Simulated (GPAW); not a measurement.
Input of a GPAW 26.7.0 run:

Contents of run.py:

```python
from ase import Atoms
from ase.eos import EquationOfState
from ase.io import Trajectory
from ase.units import GPa
from gpaw import GPAW, PW, setup_paths

setup_paths.insert(0, '.')

atoms = Atoms(['Nb'],
              cell=[[0.0, 2.115, 2.115],
                    [2.115, 0.0, 2.115],
                    [2.115, 2.115, 0.0]],
              scaled_positions=[[0.0, 0.0, 0.0]],
              pbc=True)

traj = Trajectory('eos.traj', 'w')
volumes, energies = [], []
for x in [0.94, 0.96, 0.98, 1.0, 1.02, 1.04, 1.06]:
    a = atoms.copy()
    a.set_cell(atoms.cell * x**(1 / 3), scale_atoms=True)
    calc = GPAW(mode=PW(600),
                xc='PBEsol',
                kpts={'size': (11, 11, 11), 'gamma': True},
                occupations={'name': 'fermi-dirac', 'width': 0.05},
                nbands=15,
                convergence={'density': 1e-05, 'energy': 1e-05},
                maxiter=150,
                txt=f'eos-{x:.2f}.txt')
    a.calc = calc
    energies.append(a.get_potential_energy(force_consistent=True))
    volumes.append(a.get_volume())
    p = -a.get_stress()[:3].mean() / GPa
    calc.write(f'eos-{x:.2f}.gpw')
    traj.write(a)
    print(f'{x:.2f} {volumes[-1]:10.4f} A^3 {energies[-1]:14.6f} eV {p:9.3f} GPa', flush=True)

v0, e0, B = EquationOfState(volumes, energies, eos='birchmurnaghan').fit()
print(f'V0 = {v0:.4f} A^3, E0 = {e0:.6f} eV, B0 = {B / GPa:.2f} GPa')
```

Potentials or basis: PAW data sets generated in the run's folder for this functional, pw.

The run is started by

```bash
$ gpaw-setup -f PBEsol Nb
$ OMP_NUM_THREADS=1 python run.py
```

Task: Predict the bulk modulus.

Result: 177 GPa.

Task: What does it give for the equilibrium volume?

Result: 18.01 Å³/atom.

Task: Predict the pressure derivative of the bulk modulus.

Result: 4.0.

Energy against volume, from the lowest point:
| volume (Å³/atom) | energy (meV/atom) |
| --- | --- |
| 17.786 | 0.81 |
| 18.165 | 0.00 |
| 18.543 | 7.61 |
| 18.922 | 22.83 |
| 19.300 | 44.89 |
| 19.679 | 73.11 |
| 20.057 | 106.88 |
